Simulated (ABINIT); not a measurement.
The system is Mg.

```
Mg
1.0
     3.20930    0.00000    0.00000
    -1.60465    2.77934    0.00000
     0.00000    0.00000    5.21030
Mg
2
Direct
  0.66667 0.33333 0.75000
  0.33333 0.66667 0.25000
```

Program: ABINIT 10.8.3 (patched build). Alike in all runs: no spin polarisation; cell as given; smearing fermi-dirac 0.05 eV. Hardware: 1 thread of Arm Neoverse V1 (shared host).

Problem. Order these runs on this cell by their wall time, lowest first.
A. task single point; level r2SCAN; potentials or basis JTH PAW PBE v2.0; k mesh 8 × 8 × 4; cutoff (eV) 626; fine-grid cutoff 1224.51 eV; mesh quality not flagged
B. task single point; level LDA; potentials or basis JTH PAW LDA v2.0; k mesh 4 × 4 × 2; cutoff (eV) 408; fine-grid cutoff 816.342 eV; mesh quality coarse
C. task single point; level PBEsol; potentials or basis JTH PAW PBE v2.0; k mesh 4 × 4 × 2; cutoff (eV) 408; fine-grid cutoff 816.342 eV; mesh quality coarse
D. task band structure; level AM05; potentials or basis JTH PAW PBE v2.0; k mesh 10 × 10 × 5; cutoff (eV) 408; fine-grid cutoff 816.342 eV; mesh quality not flagged
E. task band structure; level r2SCAN; potentials or basis JTH PAW PBE v2.0; k mesh 10 × 10 × 5; cutoff (eV) 626; fine-grid cutoff 1224.51 eV; mesh quality not flagged

Solution. B (2.5 s), C (7 s), D (28 s), A (65 s), E (250 s).

Caveats: some runs use coarse meshes.

Runs at the PBE level aren't shown here.
